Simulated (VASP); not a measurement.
# B (Ia-3d) in VASP: a series of runs

One crystal, B, is run at these levels: PBE; tasks: single point, relaxation of cell and atoms.

Everything below comes from runs of VASP 6.6.1. Logs are shortened: lines on timing, memory, paths and dates and some standing lists are left out, and cuts for length are marked.

## (1) The crystal as given

The structure is cubic, space group Ia-3d (No. 230). Conventional cell: a = 4.992 Å, b = 4.992 Å, c = 4.992 Å, α = 90.00°, β = 90.00°, γ = 90.00°. Around B (site symmetry 32) lie 3 B at 1.76 Å.

The cell was built by a generator and needn't be a form met in nature.

## (2) Single point, PBE

INCAR

```
PREC = Accurate
ENCUT = 520
EDIFF = 1E-7
ISMEAR = 0
SIGMA = 0.1
LREAL = F
LASPH = T
NELM = 100
ALGO = Fast
ISIF = 2
LWAVE = F
LCHARG = T
GGA = PE
LELF = T
LVHAR = T
NBANDS = 22
```

KPOINTS

```
regular mesh
0
Gamma
  10 10 10
```

POSCAR

```
B
1.0
   -2.4957942757      2.4957942757      2.4957942757
    2.4957942757     -2.4957942757      2.4957942757
    2.4957942757      2.4957942757     -2.4957942757
B
8
Direct
    0.2500000000      0.2500000000      0.2500000000
    0.5000000000      0.0000000000      0.2500000000
    0.2500000000      0.5000000000      0.0000000000
    0.0000000000      0.2500000000      0.5000000000
    0.7500000000      0.7500000000      0.7500000000
    0.5000000000      0.0000000000      0.7500000000
    0.7500000000      0.5000000000      0.0000000000
    0.0000000000      0.7500000000      0.5000000000
```

Potentials or basis: VASP PAW PBE potentials, release 64 (B).

On the command line:

```console
$ cat potpaw_PBE.64/B/POTCAR > POTCAR
$ mpirun -np 1 vasp_std > vasp.out
```

OUTCAR:

```text
PREC = Accurate
   ENCUT = 520
   EDIFF = 1E-7
   ISMEAR = 0
   LREAL = F
   LASPH = T
   NELM = 100
   ISIF = 2
   GGA = PE

 ion  position               nearest neighbor table
   1  0.250  0.250  0.250-   2 1.76   3 1.76   4 1.76   5 2.16   5 2.16
   2  0.500  0.000  0.250-   1 1.76   4 1.76   3 1.76   6 2.16   6 2.16
   3  0.250  0.500  0.000-   1 1.76   2 1.76   4 1.76   7 2.16   7 2.16
   4  0.000  0.250  0.500-   1 1.76   3 1.76   2 1.76   8 2.16   8 2.16
   5  0.750  0.750  0.750-   6 1.76   7 1.76   8 1.76   1 2.16   1 2.16
   6  0.500  0.000  0.750-   5 1.76   7 1.76   8 1.76   2 2.16   2 2.16
   7  0.750  0.500  0.000-   5 1.76   8 1.76   6 1.76   3 2.16   3 2.16
   8  0.000  0.750  0.500-   5 1.76   6 1.76   7 1.76   4 2.16   4 2.16

  LATTYP: Found a body centered cubic cell.
 ALAT       =     4.9915885514

  Lattice vectors:

 A1 = (  -2.4957942757,   2.4957942757,   2.4957942757)
 A2 = (   2.4957942757,  -2.4957942757,   2.4957942757)
 A3 = (   2.4957942757,   2.4957942757,  -2.4957942757)

Analysis of symmetry for initial positions (statically):
=====================================================================
 Subroutine PRICEL returns:
 Original cell was already a primitive cell.

 Routine SETGRP: Setting up the symmetry group for a
 body centered cubic supercell.

 Subroutine GETGRP returns: Found 48 space group operations
 (whereof  6 operations were pure point group operations)
 out of a pool of 48 trial point group operations.

The static configuration has the point symmetry S_6 .
 The point group associated with its full space group is O_h .

Analysis of symmetry for dynamics (positions and initial velocities):
=====================================================================
 Subroutine PRICEL returns:
 Original cell was already a primitive cell.

 Routine SETGRP: Setting up the symmetry group for a
 body centered cubic supercell.

 Subroutine GETGRP returns: Found 48 space group operations
 (whereof  6 operations were pure point group operations)
 out of a pool of 48 trial point group operations.

The dynamic configuration has the point symmetry S_6 .
 The point group associated with its full space group is O_h .

 Subroutine INISYM returns: Found 48 space group operations
 (whereof  6 operations are pure point group operations),
 and found     1 'primitive' translations

----------------------------------------------------------------------------------------

                                     Primitive cell

  volume of cell :      62.1851

  direct lattice vectors                    reciprocal lattice vectors
    -2.495794276  2.495794276  2.495794276     0.000000000  0.200337025  0.200337025
     2.495794276 -2.495794276  2.495794276     0.200337025  0.000000000  0.200337025
     2.495794276  2.495794276 -2.495794276     0.200337025  0.200337025  0.000000000

  length of vectors
     4.322842491  4.322842491  4.322842491     0.283319338  0.283319338  0.283319338

  position of ions in fractional coordinates (direct lattice)
     0.250000000  0.250000000  0.250000000
     0.500000000  0.000000000  0.250000000
     0.250000000  0.500000000  0.000000000
     0.000000000  0.250000000  0.500000000
     0.750000000  0.750000000  0.750000000
     0.500000000  0.000000000  0.750000000
     0.750000000  0.500000000  0.000000000
     0.000000000  0.750000000  0.500000000

  ion indices of the primitive-cell ions
   primitive index   ion index
                 1           1
                 2           2
                 3           3
                 4           4
                 5           5
                 6           6
                 7           7
                 8           8

----------------------------------------------------------------------------------------

 KPOINTS: regular mesh

Automatic generation of k-mesh.
 Grid dimensions read from file:
 generate k-points for:   10   10   10

 Generating k-lattice:

  Cartesian coordinates                     Fractional coordinates (reciprocal lattice)
     0.000000000  0.020033702  0.020033702     0.100000000  0.000000000  0.000000000
     0.020033702  0.000000000  0.020033702     0.000000000  0.100000000  0.000000000
     0.020033702  0.020033702  0.000000000     0.000000000  0.000000000  0.100000000

  Length of vectors
     0.028331934  0.028331934  0.028331934

  Shift w.r.t. Gamma in fractional coordinates (k-lattice)
     0.000000000  0.000000000  0.000000000

 Subroutine IBZKPT returns following result:
 ===========================================

 Found     47 irreducible k-points:

 Following reciprocal coordinates:
            Coordinates               Weight
  0.000000  0.000000  0.000000      1.000000
  0.100000  0.000000  0.000000     12.000000
  0.200000  0.000000  0.000000     12.000000
  0.300000  0.000000  0.000000     12.000000
  0.400000  0.000000  0.000000     12.000000
  0.500000  0.000000  0.000000      6.000000
[... 16 lines left out ...]
  0.300000  0.300000  0.100000      8.000000
 -0.300000  0.300000  0.100000     24.000000
 [... further k-points ...]
   k-points           NKPTS =     47   k-points in BZ     NKDIM =     47   number of bands    NBANDS=     22
   number of dos      NEDOS =    301   number of ions     NIONS =      8
   total plane-waves  NPLWV =  32768
   dimension x,y,z NGX =    32 NGY =   32 NGZ =   32
   dimension x,y,z NGXF=    64 NGYF=   64 NGZF=   64
   ions per type =               8
   NGX,Y,Z   is equivalent  to a cutoff of  12.31, 12.31, 12.31 a.u.
   NGXF,Y,Z  is equivalent  to a cutoff of  24.61, 24.61, 24.61 a.u.
 SYSTEM =  unknown system
   PREC   = accura    normal or accurate (medium, high low for compatibility)
   ISTART =      0    job   : 0-new  1-cont  2-samecut
   ICHARG =      2    charge: 1-file 2-atom 10-const
   ISPIN  =      1    spin polarized calculation?
   LNONCOLLINEAR =      F non collinear calculations
   LSORBIT =      F    spin-orbit coupling
   LASPH  =      T    aspherical Exc in radial PAW
   ENCUT  =  520.0 eV  38.22 Ry    6.18 a.u.   8.04  8.04  8.04*2*pi/ulx,y,z
   NELM   =    100;   NELMIN=  2; NELMDL= -5     # of ELM steps
   EDIFF  = 0.1E-06   stopping-criterion for ELM
   LREAL  =      F    real-space projection
   EDIFFG = 0.1E-05   stopping-criterion for IOM
   NSW    =      0    number of steps for IOM
[... 30 lines left out ...]
  energy-cutoff  :      520.00
  volume of cell :       62.19
 maximum number of plane-waves:      1721
   NGX = 17   NGY = 17   NGZ = 17

 number of electron      24.0000001 magnetization

 Free energy of the ion-electron system (eV)
  ---------------------------------------------------
  ext. energy  EPLUGINS =         0.00000000
  ---------------------------------------------------
  free energy    TOTEN  =       -44.25902221 eV

  energy without entropy =      -44.24165287  energy(sigma->0) =      -44.25033754

 E-fermi :   5.1008     XC(G=0): -11.6486

 val. band max:        5.0989072093   @ k =   0.1000   0.1000   0.1000
 cond. band min:       5.1102306184   @ k =   0.1000   0.1000   0.0000
 fundamental gap:      0.0113234091
 Fermi energy:         5.1008366474

 k-point     1 :       0.0000    0.0000    0.0000
  band No.  band energies     occupation
      1      -8.7873      2.00000
      2       0.4844      2.00000
      3       0.4844      2.00000
      4       0.4844      2.00000
      5       0.5078      2.00000
      6       0.5078      2.00000
[... 14 lines left out ...]
     21      16.4920      0.00000
     22      16.5782      0.00000

 k-point     2 :       0.1000    0.0000    0.0000
  band No.  band energies     occupation
      1      -8.6893      2.00000
      2      -1.0451      2.00000
      3      -0.2127      2.00000
      4      -0.1897      2.00000
      5      -0.0674      2.00000
      6      -0.0581      2.00000
[... 14 lines left out ...]
     21      16.6052      0.00000
     22      16.7817      0.00000

 k-point     3 :       0.2000    0.0000    0.0000
  band No.  band energies     occupation
      1      -8.3957      2.00000
      2      -2.6165      2.00000
      3      -0.8617      2.00000
      4      -0.7577      2.00000
      5      -0.7575      2.00000
      6      -0.6754      2.00000
[... 14 lines left out ...]
     21      16.5604      0.00000
     22      16.7949      0.00000

 k-point     4 :       0.3000    0.0000    0.0000
  band No.  band energies     occupation
      1      -7.9070      2.00000
      2      -4.0381      2.00000
      3      -1.3386      2.00000
      4      -1.2743      2.00000
      5      -1.1653      2.00000
      6      -1.1138      2.00000
[... 14 lines left out ...]
     21      15.3059      0.00000
     22      15.9990      0.00000

 k-point     5 :       0.4000    0.0000    0.0000
  band No.  band energies     occupation
      1      -7.2243      2.00000
      2      -5.2857      2.00000
      3      -1.6234      2.00000
      4      -1.5927      2.00000
      5      -1.4070      2.00000
      6      -1.3821      2.00000
[... 14 lines left out ...]
     21      14.3105      0.00000
     22      15.8775      0.00000

 k-point     6 :       0.5000    0.0000    0.0000
  band No.  band energies     occupation
      1      -6.3495      2.00000
      2      -6.3495      2.00000
      3      -1.7090      2.00000
      4      -1.7090      2.00000
      5      -1.4797      2.00000
      6      -1.4797      2.00000
[... 14 lines left out ...]
     21      14.8980      0.00000
     22      14.8980      0.00000

 k-point     7 :       0.1000    0.1000    0.0000
  band No.  band energies     occupation
      1      -8.4936      2.00000
      2      -1.8185      2.00000
      3      -1.7329      2.00000
      4      -0.8502      2.00000
      5      -0.0336      2.00000
      6       0.1228      2.00000
[... 324 lines left out ...]
      6       1.3073      2.00000
[... 14 lines left out ...]
     21      14.6458      0.00000
     22      15.6889      0.00000

 k-point    21 :       0.3000    0.2000    0.1000
  band No.  band energies     occupation
      1      -6.3500      2.00000
      2      -5.3833      2.00000
      3      -4.4233      2.00000
      4      -3.4721      2.00000
      5       1.0618      2.00000
      6       1.7440      2.00000
[... 14 lines left out ...]
     21      14.2785      0.00000
     22      14.8901      0.00000

 k-point    22 :      -0.2000    0.2000    0.1000
  band No.  band energies     occupation
      1      -8.2979      2.00000
      2      -2.5244      2.00000
      3      -1.5970      2.00000
      4      -1.5838      2.00000
      5      -0.6644      2.00000
      6       0.2149      2.00000
[... 14 lines left out ...]
     21      16.5811      0.00000
     22      16.7760      0.00000

 k-point    23 :       0.3000    0.3000    0.1000
  band No.  band energies     occupation
      1      -5.4880      2.00000
      2      -5.4758      2.00000
      3      -5.4758      2.00000
      4      -3.5673      2.00000
      5       1.7197      2.00000
      6       1.7197      2.00000
[... 14 lines left out ...]
     21      14.0763      0.00000
     22      14.9047      0.00000

 k-point    24 :      -0.3000    0.3000    0.1000
  band No.  band energies     occupation
      1      -7.8094      2.00000
      2      -3.9431      2.00000
      3      -2.0638      2.00000
      4      -2.0541      2.00000
      5      -0.2366      2.00000
      6      -0.2229      2.00000
[... 14 lines left out ...]
     21      15.3274      0.00000
     22      15.8655      0.00000

 [... further k-points ...]

------------------------ aborting loop because EDIFF is reached ----------------------------------------

  FORCE on cell =-STRESS in cart. coord.  units (eV):
  Direction    XX          YY          ZZ          XY          YZ          ZX
  --------------------------------------------------------------------------------------
  -------------------------------------------------------------------------------------
  Total       -0.0168897     -0.0168897     -0.0168897      0.0000000      0.0000000     -0.0000000
  in kB       -0.4351583     -0.4351583     -0.4351583      0.0000000      0.0000000     -0.0000000
  external PRESSURE =      -0.4351583 kB  Pullay stress =       0.0000000 kB

 VOLUME and BASIS-vectors are now :
 -----------------------------------------------------------------------------
  energy-cutoff  :      520.00
  volume of cell :       62.19
      direct lattice vectors                 reciprocal lattice vectors
    -2.495794276  2.495794276  2.495794276     0.000000000  0.200337025  0.200337025
     2.495794276 -2.495794276  2.495794276     0.200337025  0.000000000  0.200337025
     2.495794276  2.495794276 -2.495794276     0.200337025  0.200337025  0.000000000

 POSITION                                       TOTAL-FORCE (eV/Angst)
 -----------------------------------------------------------------------------------
      0.62395      0.62395      0.62395        -0.000000      0.000000      0.000000
     -0.62395      1.87185      0.62395        -0.000000     -0.000000     -0.000000
      0.62395     -0.62395      1.87185         0.000000     -0.000000     -0.000000
      1.87185      0.62395     -0.62395        -0.000000      0.000000     -0.000000
      1.87185      1.87185      1.87185         0.000000      0.000000     -0.000000
      0.62395      3.11974     -0.62395         0.000000     -0.000000     -0.000000
     -0.62395      0.62395      3.11974        -0.000000     -0.000000      0.000000
      3.11974     -0.62395      0.62395         0.000000      0.000000     -0.000000
 -----------------------------------------------------------------------------------
    total drift:                               -0.000000      0.000000      0.000000

  FREE ENERGIE OF THE ION-ELECTRON SYSTEM (eV)
  ---------------------------------------------------
  free  energy   TOTEN  =       -44.2590222085 eV

  energy  without entropy=      -44.2416528652  energy(sigma->0) =      -44.25033754
```

Run time: 25 s. Hardware: 1 thread of Intel Xeon 6975P-C (Granite Rapids), shared host; peak memory 0.18 GiB.

What came out:

- Free energy: -44.2590 eV
- Pressure: 0.0 GPa
- Band gap on the k mesh: none (metal or under the smearing width)

## (3) Relaxation of cell and atoms, PBE

INCAR

```
PREC = Accurate ; ENCUT = 600
EDIFF = 1E-6 ; ISMEAR = 0
SIGMA = 0.1 ; LREAL = False
LASPH = True ; NELM = 80
ALGO = Normal ; ISIF = 3
LWAVE = False ; LCHARG = False
GGA = PE ; IBRION = 2
NSW = 100 ; EDIFFG = -0.01
```

KPOINTS

```
Automatic mesh
0
Gamma
  10 10 10
```

POSCAR is that of step 2.

Potentials or basis: VASP PAW PBE potentials, release 64 (B).

On the command line:

```console
$ cat potpaw_PBE.64/B/POTCAR > POTCAR
$ mpirun -np 1 vasp_std > vasp.out
```

It took 22 s on 1 thread of Intel Xeon 6975P-C (Granite Rapids), shared host; peak memory 0.21 GiB.

Results (log left out):

* Free energy: -44.2632 eV
* Pressure after relaxing: -0.1 GPa
* Band gap on the k mesh: none (metal or under the smearing width)

Final structure:
```cif
data_structure
_symmetry_space_group_name_H-M 'P 1'
_symmetry_Int_Tables_number 1
_cell_length_a 4.3228
_cell_length_b 4.3228
_cell_length_c 4.3228
_cell_angle_alpha 109.471
_cell_angle_beta 109.471
_cell_angle_gamma 109.471
_cell_volume 62.19
loop_
_atom_site_label
_atom_site_type_symbol
_atom_site_fract_x
_atom_site_fract_y
_atom_site_fract_z
_atom_site_occupancy
B1 B 0.25000 0.25000 0.25000 1
B2 B 0.50000 0.00000 0.25000 1
B3 B 0.25000 0.50000 0.00000 1
B4 B 0.00000 0.25000 0.50000 1
B5 B 0.75000 0.75000 0.75000 1
B6 B 0.50000 0.00000 0.75000 1
B7 B 0.75000 0.50000 0.00000 1
B8 B 0.00000 0.75000 0.50000 1
```

Levels at points of the mesh, in eV from the Fermi level:
```csv
k point,band 8,band 9,band 10,band 11,band 12,band 13,band 14,band 15,band 16,band 17
"(0.00, 0.00, 0.00)",-4.52,-4.52,-4.50,-3.85,-3.85,-3.85,0.74,0.74,2.71,10.37
"(0.50, 0.00, 0.00)",-2.56,-2.16,-2.16,-0.26,-0.26,0.86,0.86,3.49,3.49,3.68
"(0.50, 0.50, 0.50)",-0.88,-0.88,-0.88,-0.88,-0.88,0.72,0.72,6.64,6.64,6.64
```

Caveat: the relaxation stopped at its first step, so nothing moved.

## (4) Single point, PBE

This run uses another cell than the first one, of 6.44 Å³/atom, 0.828 times its volume.

INCAR

```
SYSTEM = B
PREC = Accurate
ENCUT = 520
EDIFF = 1E-6
ISMEAR = 0
SIGMA = 0.1
LREAL = .False.
LASPH = .True.
NELM = 100
ALGO = Fast
ISIF = 2
LWAVE = .False.
LCHARG = .True.
GGA = PE
LELF = .True.
LVHAR = .True.
NBANDS = 22
```

KPOINTS

```
Automatic mesh
0
Gamma
  6 6 6
  0 0 0
```

POSCAR

```
B
1.0
   -2.3434805000      2.3434805000      2.3434805000
    2.3434805000     -2.3434805000      2.3434805000
    2.3434805000      2.3434805000     -2.3434805000
B
8
Direct
    0.2060000000      0.2060000000      0.2060000000
    0.5000000000      0.0000000000      0.2940000000
    0.2940000000      0.5000000000      0.0000000000
    0.0000000000      0.2940000000      0.5000000000
    0.7940000000      0.7940000000      0.7940000000
    0.5000000000      0.0000000000      0.7060000000
    0.7060000000      0.5000000000      0.0000000000
    0.0000000000      0.7060000000      0.5000000000
```

On the command line:

```console
$ cat potpaw_PBE.64/B/POTCAR > POTCAR
$ mpirun -np 1 vasp_std > vasp.out
```

Run time: 12 s. Hardware: 1 thread of Intel Xeon 6975P-C (Granite Rapids), shared host; peak memory 0.15 GiB.

It converged, with:

| Quantity | Value |
| --- | --- |
| Free energy | -42.2712 eV |
| Pressure | 54.3 GPa |
| Largest force | 1.026 eV/Å |
| Band gap on the k mesh | none (metal or under the smearing width) |

Forces on the atoms (eV/Å):
```
B    0.592  0.592  0.592
B   -0.592 -0.592  0.592
B    0.592 -0.592 -0.592
B   -0.592  0.592 -0.592
B   -0.592 -0.592 -0.592
B    0.592  0.592 -0.592
B   -0.592  0.592  0.592
B    0.592 -0.592  0.592
```

Levels at points of the mesh, in eV from the Fermi level:
```
           k point  band 10  band 11  band 12  band 13  band 14  band 15
(0.00, 0.00, 0.00)    -4.12    -3.49    -3.49    -3.49     1.48     1.48
(0.50, 0.00, 0.00)    -2.37    -0.23    -0.23     0.72     0.72     2.09
(0.50, 0.50, 0.50)    -1.45    -0.13    -0.13    -0.13     3.98     4.99
```

Caveat: a pressure of tens of GPa on the cell as given is suspect, and the run, the potentials or the cell itself is likely at fault; forces of over 1 eV/Å show positions far from the minimum, so gaps and moduli don't describe the material at rest.

## (5) Overview

```csv
task,cell,k mesh,cutoff (eV),gap on the mesh (eV),pressure (GPa)
single point,"Ia-3d, 7.77 Å³/atom",10 × 10 × 10,520,none,0.0
relaxation of cell and atoms,relaxed,10 × 10 × 10,600,none,-0.1
single point,"Ia-3, 6.44 Å³/atom",6 × 6 × 6,520,none,54.3
```

Alike in all rows: level PBE; potentials or basis VASP PAW PBE potentials, release 64 (B); no spin polarisation; smearing gaussian 0.1 eV.

Caveats: the relaxation stopped at its first step, so nothing moved (some runs); a pressure of tens of GPa on the cell as given is suspect, and the run, the potentials or the cell itself is likely at fault (some runs); forces of over 1 eV/Å show positions far from the minimum, so gaps and moduli don't describe the material at rest (some runs).

Absolute energies hang on the potentials; compare differences alone.
